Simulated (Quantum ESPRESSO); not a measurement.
# NaI in Quantum ESPRESSO: the effect of functional

The system is NaI.

```
I Na
1.0
     0.00000    3.23640    3.23640
     3.23640    0.00000    3.23640
     3.23640    3.23640    0.00000
I Na
1 1
Direct
  0.50000 0.50000 0.50000
  0.00000 0.00000 0.00000
```

Alike in all runs:

* Program: Quantum ESPRESSO 7.5
* Task: phonons
* Cutoff: 1197 eV
* Density cutoff: 4789 eV
* k mesh: 4 × 4 × 4, shifted
* Occupations: fermi-dirac, width 0.05 eV
* Spin: no spin polarisation

Each run relaxes the cell or the atoms first.

**Question.** One run gave: relaxed volume 33.82 Å³/atom; dielectric constant 3.37 mean; highest phonon frequency 159 cm⁻¹. Which functional did it use?
A. AM05
B. LDA
C. vdW-DF-cx
D. PW91
E. revPBE

**Answer.** C.

```tsv
functional	potentials or basis	relaxed volume (Å³/atom)	dielectric constant (mean)	highest phonon frequency (cm⁻¹)
LDA	PseudoDojo 0.4.1 SR LDA standard	30.70	3.64	131
PBE	PseudoDojo 0.4.1 SR PBE standard	34.79	3.34	144
AM05	PseudoDojo 0.4.1 SR PBE standard	34.54	3.36	97
PW91	PseudoDojo 0.4.1 SR PBE standard	34.79	3.33	267
revPBE	PseudoDojo 0.4.1 SR PBE standard	37.22	3.14	139
vdW-DF-cx	PseudoDojo 0.4.1 SR PBE standard	33.82	3.37	159
```

Caveats: before the sum rule the acoustic modes lie tens of cm⁻¹ from zero, a sign that the density grid also shifts the optical modes (some runs); the potentials were made for another functional, which shifts forces and pressure (some runs).
